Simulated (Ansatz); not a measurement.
Runs of Ansatz 0.2.0 on AlRu. Symmetry: Pm-3m, No. 221, cubic system. Conventional cell: a = 2.992 Å, b = 2.992 Å, c = 2.992 Å, α = 90.00°, β = 90.00°, γ = 90.00°. Ru (site symmetry m-3m) has 8 Al at 2.59 Å as nearest neighbours. Around Al (site symmetry m-3m) lie 8 Ru at 2.59 Å. 

```csv
task,level,spin,cell,k mesh,smearing,points for each segment of the path,gap on the mesh (eV),pressure (GPa),relaxed volume (Å³/atom)
band structure,LDA,"SOC, no magnetisation",as given,7 × 7 × 7,fermi-dirac 0.05 eV,14,none,(b),-
band structure,PBE,"SOC, no magnetisation",as given,7 × 7 × 7,fermi-dirac 0.05 eV,14,none,2.6,-
relaxation of cell and atoms,LDA,off,relaxed,9 × 9 × 9,fermi-dirac 0.05 eV,-,none,0.0,12.88
band structure,LDA,off,as given,9 × 9 × 9,fermi-dirac 0.05 eV,14,none,-8.2,-
band structure,PBEsol,off,as given,9 × 9 × 9,fermi-dirac 0.05 eV,14,none,-3.3,-
single point,PBE,off,as given,9 × 9 × 9,gaussian 0.011 eV,-,none,2.5,-
band structure,PBE,off,as given,9 × 9 × 9,fermi-dirac 0.05 eV,14,none,2.5,-
relaxation of cell and atoms,PBE,off,relaxed,9 × 9 × 9,fermi-dirac 0.05 eV,-,none,0.0,(a)
relaxation of cell and atoms,PBEsol,off,relaxed,9 × 9 × 9,fermi-dirac 0.05 eV,-,none,0.0,13.18
```

Alike in all rows: potentials or basis Ansatz PAW; cutoff (eV) 420.

**Question.** Estimate the missing entries.

**Answer.** (a) 13.55; (b) -8.1.

Caveats: the PAW data sets come from PBE, with cores solved anew for the run's functional, which leaves a small shift of forces and pressure (some runs); the plane-wave basis is chosen anew once the cell has moved, so the energies of steps on either side of that aren't comparable (some runs).

A k mesh can miss the band edges, and rows without SOC leave out spin-orbit coupling on Ru.

A gap of «none» marks a metal or a gap under the smearing width.
